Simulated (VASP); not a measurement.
GaAs: relaxation of cell and atoms with PBE

The system is GaAs.

```xyz
2
Lattice="0.0000 2.8751 2.8751 2.8751 0.0000 2.8751 2.8751 2.8751 0.0000" Properties=species:S:1:pos:R:3 pbc="T T T"
Ga    0.0000    0.0000    0.0000
As    1.4376    1.4376    1.4376
```

- Program: VASP 6.6.1
- Task: relaxation of cell and atoms
- Functional: PBE
- Potentials or basis: VASP PAW PBE potentials, release 64 (Ga_d, As)
- Cutoff: 600 eV
- k mesh: 10 × 10 × 10
- Occupations: gaussian, width 0.03 eV
- Spin: no spin polarisation
- Further INCAR settings: ALGO = Normal; EDIFF = 1e-07; IBRION = 2; EDIFFG = -0.005; NSW = 90; ISIF = 3

```json
{
 "Pressure after relaxing": "0.0 GPa",
 "Band gap on the k mesh": "0.14 eV, direct"
}
```

Final structure:
```xyz
2
Lattice="0.0000 2.8751 2.8751 2.8751 0.0000 2.8751 2.8751 2.8751 0.0000" Properties=species:S:1:pos:R:3 pbc="T T T"
Ga    0.0000    0.0000    0.0000
As    1.4376    1.4376    1.4376
```

Levels at points of the mesh, in eV from the valence-band top:
| k point | band 5 | band 6 | band 7 | band 8 | band 9 | band 10 | band 11 | band 12 | band 13 |
| --- | --- | --- | --- | --- | --- | --- | --- | --- | --- |
| (0.00, 0.00, 0.00) | -14.66 | -12.37 | 0.00 | 0.00 | 0.00 | 0.14 | 3.71 | 3.71 | 3.71 |
| (0.50, 0.00, 0.00) | -14.65 | -10.76 | -6.37 | -1.07 | -1.07 | 0.86 | 4.62 | 4.62 | 7.70 |
| (0.50, 0.50, 0.00) | -14.65 | -10.09 | -6.59 | -2.50 | -2.50 | 1.56 | 1.68 | 9.77 | 9.77 |

Wall time 42 s on 1 thread of Intel(R) Xeon(R) Platinum 8375C CPU @ 2.90GHz (Ice Lake), with other jobs on the host, peak memory 0.19 GiB.

Caveat: the relaxation stopped at its first step, so nothing moved. Expect the measured gap to be larger: semilocal functionals such as PBE lack the derivative discontinuity.
